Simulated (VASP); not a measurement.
# AlN (P6_3mc) in VASP: band structure with HSE06

Aim: the band structure of AlN with HSE06.

Program: VASP 6.6.1. These are calculated values, not measurements. Logs are shortened: lines on timing, memory, paths and dates and some standing lists are left out, and cuts for length are marked.

**Measured values to compare with.**

“Structural and optical properties of self-assembled AlN nanowires grown on SiO2/Si substrates by molecular beam epitaxy”, 2024, arxiv:2402.00216 quotes, for a bulk crystal of AlN at 0 K: band gap 6.0343 eV (an exciton energy, a little under the gap).

The results are compared with them further down.

## Step 1: Starting point

It takes space group P6_3mc (No. 186, hexagonal). The conventional cell has a = 3.113 Å, b = 3.113 Å, c = 4.982 Å, α = 90.00°, β = 90.00°, γ = 120.00°. Around Al (site symmetry 3m) lie 4 N at 1.89 to 1.90 Å. N (site symmetry 3m) is surrounded by 4 Al at 1.89 to 1.90 Å.

The cell is a database's computed one.

## Step 2: Band structure, HSE06

The input, POSCAR:

```
AlN
1.0
    3.1129900000      0.0000000000      0.0000000000
   -1.5565000000      2.6959300000      0.0000000000
    0.0000000000      0.0000000000      4.9820300000
Al N
2 2
Direct
    0.6666700000      0.3333300000      0.4990000000
    0.3333300000      0.6666700000      0.9990000000
    0.6666700000      0.3333300000      0.8810000000
    0.3333300000      0.6666700000      0.3810000000
```

The input, INCAR.step1:

```
PREC = Accurate
ENCUT = 520
EDIFF = 1E-5
ISMEAR = 0
SIGMA = 0.02
LREAL = F
LASPH = T
NELM = 60
ALGO = Normal
ISIF = 2
LWAVE = T
LCHARG = F
GGA = PE
```

The input, INCAR.step2:

```
PREC = Accurate
ENCUT = 520
EDIFF = 1E-7
ISMEAR = 0
SIGMA = 0.02
LREAL = F
LASPH = T
NELM = 60
ALGO = Normal
ISIF = 2
LWAVE = F
LCHARG = F
GGA = PE
LHFCALC = T
HFSCREEN = 0.2
PRECFOCK = Fast
ISTART = 1
```

The input, KPOINTS:

```
regular mesh
0
Gamma
  6 6 4
```

The input, KPOINTS_OPT:

```
path GMKGALHA,LM,KH
10
line-mode
reciprocal
 0.0000000000  0.0000000000  0.0000000000  G
 0.5000000000  0.0000000000  0.0000000000  M

 0.5000000000  0.0000000000  0.0000000000  M
 0.3333333333  0.3333333333  0.0000000000  K

 0.3333333333  0.3333333333  0.0000000000  K
 0.0000000000  0.0000000000  0.0000000000  G

 0.0000000000  0.0000000000  0.0000000000  G
 0.0000000000  0.0000000000  0.5000000000  A

 0.0000000000  0.0000000000  0.5000000000  A
 0.5000000000  0.0000000000  0.5000000000  L

 0.5000000000  0.0000000000  0.5000000000  L
 0.3333333333  0.3333333333  0.5000000000  H

 0.3333333333  0.3333333333  0.5000000000  H
 0.0000000000  0.0000000000  0.5000000000  A

 0.5000000000  0.0000000000  0.5000000000  L
 0.5000000000  0.0000000000  0.0000000000  M

 0.3333333333  0.3333333333  0.0000000000  K
 0.3333333333  0.3333333333  0.5000000000  H
```

Potentials or basis: VASP PAW PBE potentials, release 64 (Al, N).

Command:

```sh
$ cat potpaw_PBE.64/Al/POTCAR potpaw_PBE.64/N/POTCAR > POTCAR
$ cp INCAR.step1 INCAR
$ mpirun -np 1 vasp_std > vasp.out
$ cp INCAR.step2 INCAR
$ mpirun -np 1 vasp_std > vasp.out
```

OUTCAR:

```text
PREC = Accurate
   ENCUT = 520
   EDIFF = 1E-7
   ISMEAR = 0
   LREAL = F
   LASPH = T
   NELM = 60
   ISIF = 2
   GGA = PE
   LHFCALC = T
   HFSCREEN = 0.2
   PRECFOCK = Fast
   ISTART = 1

 ion  position               nearest neighbor table
   1  0.667  0.333  0.499-   4 1.89   4 1.89   4 1.89   3 1.90   2 3.07   2 3.07   2 3.07   2 3.07
                             2 3.07   2 3.07
   2  0.333  0.667  0.999-   3 1.89   3 1.89   3 1.89   4 1.90   1 3.07   1 3.07   1 3.07   1 3.07
                             1 3.07   1 3.07
   3  0.667  0.333  0.881-   2 1.89   2 1.89   2 1.89   1 1.90
   4  0.333  0.667  0.381-   1 1.89   1 1.89   1 1.89   2 1.90

  LATTYP: Found a hexagonal cell.
 ALAT       =     3.1129900000
 C/A-ratio  =     1.6004002583

  Lattice vectors:

 A1 = (   3.1129900000,   0.0000000000,   0.0000000000)
 A2 = (  -1.5565000000,   2.6959300000,   0.0000000000)
 A3 = (   0.0000000000,   0.0000000000,   4.9820300000)

Analysis of symmetry for initial positions (statically):
=====================================================================
 Subroutine PRICEL returns:
 Original cell was already a primitive cell.

 Routine SETGRP: Setting up the symmetry group for a
 hexagonal supercell.

 Subroutine GETGRP returns: Found  4 space group operations
 (whereof  2 operations were pure point group operations)
 out of a pool of 24 trial point group operations.

The static configuration has the point symmetry C_1h.
 The point group associated with its full space group is C_2v.

Analysis of symmetry for dynamics (positions and initial velocities):
=====================================================================
 Subroutine PRICEL returns:
 Original cell was already a primitive cell.

 Routine SETGRP: Setting up the symmetry group for a
 hexagonal supercell.

 Subroutine GETGRP returns: Found  4 space group operations
 (whereof  2 operations were pure point group operations)
 out of a pool of 24 trial point group operations.

The dynamic configuration has the point symmetry C_1h.
 The point group associated with its full space group is C_2v.

 Subroutine INISYM returns: Found  4 space group operations
 (whereof  2 operations are pure point group operations),
 and found     1 'primitive' translations

----------------------------------------------------------------------------------------

                                     Primitive cell

  volume of cell :      41.8112

  direct lattice vectors                    reciprocal lattice vectors
     3.112990000  0.000000000  0.000000000     0.321234569  0.185465352  0.000000000
    -1.556500000  2.695930000  0.000000000     0.000000000  0.370929512  0.000000000
     0.000000000  0.000000000  4.982030000     0.000000000  0.000000000  0.200721393

  length of vectors
     3.112990000  3.112993867  4.982030000     0.370929973  0.370929512  0.200721393

  position of ions in fractional coordinates (direct lattice)
     0.666670000  0.333330000  0.499000000
     0.333330000  0.666670000  0.999000000
     0.666670000  0.333330000  0.881000000
     0.333330000  0.666670000  0.381000000

  ion indices of the primitive-cell ions
   primitive index   ion index
                 1           1
                 2           2
                 3           3
                 4           4

----------------------------------------------------------------------------------------

 KPOINTS: regular mesh

Automatic generation of k-mesh.
 Grid dimensions read from file:
 generate k-points for:    6    6    4

 Generating k-lattice:

  Cartesian coordinates                     Fractional coordinates (reciprocal lattice)
     0.053539095  0.030910892  0.000000000     0.166666667  0.000000000  0.000000000
     0.000000000  0.061821585  0.000000000     0.000000000  0.166666667  0.000000000
     0.000000000  0.000000000  0.050180348     0.000000000  0.000000000  0.250000000

  Length of vectors
     0.061821662  0.061821585  0.050180348

  Shift w.r.t. Gamma in fractional coordinates (k-lattice)
     0.000000000  0.000000000  0.000000000

 Subroutine IBZKPT returns following result:
 ===========================================

 Found     39 irreducible k-points:

 Following reciprocal coordinates:
            Coordinates               Weight
  0.000000  0.000000  0.000000      1.000000
  0.166667 -0.000000  0.000000      4.000000
 -0.166667  0.166667  0.000000      2.000000
  0.333333 -0.000000  0.000000      4.000000
 -0.333333  0.333333  0.000000      2.000000
  0.500000 -0.000000  0.000000      2.000000
[... 16 lines left out ...]
  0.333333  0.166667  0.250000      8.000000
 -0.166667  0.500000  0.250000      8.000000
 [... further k-points ...]
   k-points           NKPTS =     39   k-points in BZ     NKDIM =    144   number of bands    NBANDS=     12
   number of dos      NEDOS =    301   number of ions     NIONS =      4
   total plane-waves  NPLWV =  23040
   dimension x,y,z NGX =    24 NGY =   24 NGZ =   40
   dimension x,y,z NGXF=    48 NGYF=   48 NGZF=   80
   ions per type =               2   2
   NGX,Y,Z   is equivalent  to a cutoff of  12.82, 12.82, 13.35 a.u.
   NGXF,Y,Z  is equivalent  to a cutoff of  25.63, 25.63, 26.70 a.u.
 SYSTEM =  unknown system
   PREC   = accura    normal or accurate (medium, high low for compatibility)
   ISTART =      1    job   : 0-new  1-cont  2-samecut
   ICHARG =      0    charge: 1-file 2-atom 10-const
   ISPIN  =      1    spin polarized calculation?
   LNONCOLLINEAR =      F non collinear calculations
   LSORBIT =      F    spin-orbit coupling
   LASPH  =      T    aspherical Exc in radial PAW
   ENCUT  =  520.0 eV  38.22 Ry    6.18 a.u.   5.79  5.79  9.26*2*pi/ulx,y,z
   NELM   =     60;   NELMIN=  2; NELMDL=  0     # of ELM steps
   EDIFF  = 0.1E-06   stopping-criterion for ELM
   LREAL  =      F    real-space projection
   EDIFFG = 0.1E-05   stopping-criterion for IOM
   NSW    =      0    number of steps for IOM
   IBRION =     -1    ionic relax: 0-MD 1-quasi-New 2-CG
   NFREE  =      0    steps in history (QN), initial steepest desc. (CG)
   ISIF   =      2    stress and relaxation
   ISYM   =      3    0-nonsym 1-usesym 2-fastsym
   POTIM  = 0.5000    time-step for ionic-motion
   TEBEG  =    0.0;   TEEND  =   0.0 temperature during run
   PSTRESS=    0.0 pullay stress
   NELECT =      16.0000    total number of electrons
   NUPDOWN=      -1.0000    fix difference up-down
   EMIN   =  10.00;   EMAX   =-10.00  energy-range for DOS
   EFERMI =   0.00;   METHOD = LEGACY
   ISMEAR =     0;   SIGMA  =   0.02  broadening in eV -4-tet -1-fermi 0-gaus
   EFERMI_NEDOS =   21; number of points for ismear=-14 and -15
   IALGO  =     38    algorithm
   IMIX   =      1    mixing-type and parameters
     AMIX     =   0.40;   BMIX     =  1.00
     AMIX_MAG =   1.60;   BMIX_MAG =  1.00
  volume/ion in A,a.u.               =      10.45        70.54
  Fermi-wavevector in a.u.,A,eV,Ry     =   1.188549  2.246033 19.220268  1.412650
  Thomas-Fermi vector in A             =   2.324677
   LORBIT       =      0    0 simple, 1 ext, 2 COOP (PROOUT), +10 PAW based schemes
   GGA     = PE    functional components
   LHFCALC =     T    Hartree Fock is set to
   PRECFOCK=fast      Normal, Fast or Accurate (Low or Medium for compatibility)
   ENCUT4O =  -1.0   cutoff for four orbital integrals eV
   NKREDX  =     1    reduce k-point grid by
   NKREDY  =     1    reduce k-point grid by
   NKREDZ  =     1    reduce k-point grid by
   AEXX    =    0.2500 exact exchange contribution
   HFSCREEN=    0.2000 screening length (either q_TF or 0.3 A-1)
   HFSCREENC=   0.2000 screening length for correlation (either q_TF or 0.3 A-1)
   ENCUTFOCK=  -1.0 apply spherical cutoff to Coloumb kernel
   IVDW    =     0    specifies the selected vdW correction
   LEPSILON=     F    determine dielectric tensor
   LRPA    =     F    only Hartree local field effects (RPA)
 non-spin polarized calculation
 Gauss-broadening in eV      SIGMA  =   0.02
  energy-cutoff  :      520.00
  volume of cell :       41.81
 maximum number of plane-waves:      1152
  NGX = 14; NGY = 14; NGZ = 24

 number of electron      15.9999996 magnetization

 Free energy of the ion-electron system (eV)
  ---------------------------------------------------
  ext. energy  EPLUGINS =         0.00000000
  ---------------------------------------------------
  free energy    TOTEN  =       -34.95927771 eV

  energy without entropy =      -34.95927771  energy(sigma->0) =      -34.95927771

 E-fermi :   5.3377     XC(G=0):  -8.9790

 val. band max:        5.2313123307   @ k =   0.0000   0.0000   0.0000
 cond. band min:      10.7898458026   @ k =   0.0000   0.0000   0.0000
 fundamental gap:      5.5585334719
 Fermi energy:         5.3377369174

 k-point     1 :       0.0000    0.0000    0.0000
  band No.  band energies     occupation
      1     -11.4778      2.00000
      2      -9.1905      2.00000
      3      -1.2790      2.00000
      4       4.2599      2.00000
      5       4.2601      2.00000
      6       4.9862      2.00000
      7       4.9864      2.00000
      8       5.2313      2.00000
      9      10.7898      0.00000
     10      13.3518      0.00000
     11      17.7072      0.00000
     12      17.9930      0.00000

 k-point     2 :       0.1667   -0.0000    0.0000
  band No.  band energies     occupation
      1     -11.1068      2.00000
      2      -8.9902      2.00000
      3      -0.8240      2.00000
      4       2.7495      2.00000
      5       3.6243      2.00000
      6       3.8339      2.00000
      7       4.8951      2.00000
      8       5.0395      2.00000
      9      12.1171      0.00000
     10      14.4686      0.00000
     11      16.0517      0.00000
     12      16.6181      0.00000
[... 301 lines left out ...]
 k-point    23 :       0.3333    0.1667    0.2500
  band No.  band energies     occupation
      1      -9.3268      2.00000
      2      -8.6973      2.00000
      3      -0.4173      2.00000
      4       0.2787      2.00000
      5       1.8615      2.00000
      6       2.7761      2.00000
      7       3.2312      2.00000
      8       4.2085      2.00000
      9      12.4224      0.00000
     10      13.7623      0.00000
     11      15.5154      0.00000
     12      16.5887      0.00000

 k-point    24 :      -0.1667    0.5000    0.2500
  band No.  band energies     occupation
      1      -9.3268      2.00000
      2      -8.6972      2.00000
      3      -0.4173      2.00000
      4       0.2788      2.00000
      5       1.8615      2.00000
      6       2.7761      2.00000
      7       3.2311      2.00000
      8       4.2086      2.00000
      9      12.4224      0.00000
     10      13.7623      0.00000
     11      15.5154      0.00000
     12      16.5888      0.00000

 [... further k-points ...]

------------------------ aborting loop because EDIFF is reached ----------------------------------------

  FORCE on cell =-STRESS in cart. coord.  units (eV):
  Direction    XX          YY          ZZ          XY          YZ          ZX
  --------------------------------------------------------------------------------------
  -------------------------------------------------------------------------------------
  Total       -0.4938034     -0.4931929     -0.4411332      0.0005301      0.0000000      0.0000000
  in kB      -18.9222149    -18.8988228    -16.9039283      0.0203123      0.0000000      0.0000000
  external PRESSURE =     -18.2416553 kB  Pullay stress =       0.0000000 kB

 VOLUME and BASIS-vectors are now :
 -----------------------------------------------------------------------------
  energy-cutoff  :      520.00
  volume of cell :       41.81
      direct lattice vectors                 reciprocal lattice vectors
     3.112990000  0.000000000  0.000000000     0.321234569  0.185465352  0.000000000
    -1.556500000  2.695930000  0.000000000     0.000000000  0.370929512  0.000000000
     0.000000000  0.000000000  4.982030000     0.000000000  0.000000000  0.200721393

 POSITION                                       TOTAL-FORCE (eV/Angst)
 -----------------------------------------------------------------------------------
      1.55651      0.89863      2.48603        -0.000457      0.000264      0.005474
     -0.00002      1.79730      4.97705         0.000457     -0.000264      0.005474
      1.55651      0.89863      4.38917        -0.000463      0.000267     -0.005474
     -0.00002      1.79730      1.89815         0.000463     -0.000267     -0.005474
 -----------------------------------------------------------------------------------
    total drift:                               -0.000000      0.000000      0.000204

  FREE ENERGIE OF THE ION-ELECTRON SYSTEM (eV)
  ---------------------------------------------------
  free  energy   TOTEN  =       -34.9592777118 eV

  energy  without entropy=      -34.9592777118  energy(sigma->0) =      -34.95927771
```

It took 26 min on 1 thread of Intel Xeon 6975P-C (Granite Rapids), shared host; peak memory 0.33 GiB.

Results:

```yaml
Free_energy: -34.9593 eV
Pressure: -1.8 GPa
Largest_force: 0.006 eV/Å
Band_gap_on_the_k_mesh: 5.56 eV, direct
Band_gap_along_the_path: 5.56 eV, direct
```

Forces on the atoms (eV/Å):
```
Al   0.000  0.000  0.005
Al   0.000  0.000  0.005
N    0.000  0.000 -0.005
N    0.000  0.000 -0.005
```

Levels at the corners of the path, in eV from the valence-band top:
| point | band 6 | band 7 | band 8 | band 9 | band 10 | band 11 |
| --- | --- | --- | --- | --- | --- | --- |
| Γ | -0.25 | -0.24 | 0.00 | 5.56 | 8.12 | 12.49 |
| M | -2.31 | -1.90 | -0.78 | 7.18 | 7.18 | 9.72 |
| M | -2.31 | -1.90 | -0.78 | 7.18 | 7.18 | 9.72 |
| K | -2.69 | -2.60 | -2.60 | 6.36 | 9.96 | 11.36 |
| K | -2.69 | -2.60 | -2.60 | 6.36 | 9.96 | 11.36 |
| Γ | -0.25 | -0.24 | 0.00 | 5.56 | 8.12 | 12.48 |
| Γ | -0.25 | -0.24 | 0.00 | 5.56 | 8.12 | 12.49 |
| A | -0.62 | -0.62 | -0.62 | 7.94 | 7.94 | 12.00 |
| A | -0.62 | -0.62 | -0.62 | 7.94 | 7.94 | 12.00 |
| L | -1.63 | -1.49 | -1.49 | 6.66 | 6.66 | 10.79 |
| L | -1.63 | -1.49 | -1.49 | 6.66 | 6.66 | 10.79 |
| H | -4.18 | -0.89 | -0.89 | 8.92 | 8.92 | 9.32 |
| H | -4.18 | -0.89 | -0.89 | 8.92 | 8.92 | 9.32 |
| A | -0.62 | -0.62 | -0.62 | 7.94 | 7.94 | 12.00 |
| L | -1.63 | -1.49 | -1.49 | 6.66 | 6.66 | 10.79 |
| M | -2.31 | -1.90 | -0.78 | 7.18 | 7.18 | 9.72 |
| K | -2.69 | -2.60 | -2.60 | 6.36 | 9.96 | 11.36 |
| H | -4.18 | -0.89 | -0.89 | 8.92 | 8.92 | 9.32 |

Caveat: the PAW data sets were made with another functional, which shifts forces and pressure a little.

## Step 3: Against experiment

Step 2. Measured gap of AlN: 6.0343 eV (an exciton energy, a little under the gap; 0 K; quoted in “Structural and optical properties of self-assembled AlN nanowires grown on SiO2/Si substrates by molecular beam epitaxy”, 2024, arxiv:2402.00216). This calculation gives 5.56 eV (-0.48 eV). 2 values of this kind are on record (6.034 to 6.0343 eV); this one was drawn at random. The value is that of HSE06, without temperature or zero-point motion. The cell is a database's relaxed one, not the measured one, which moves gaps too.
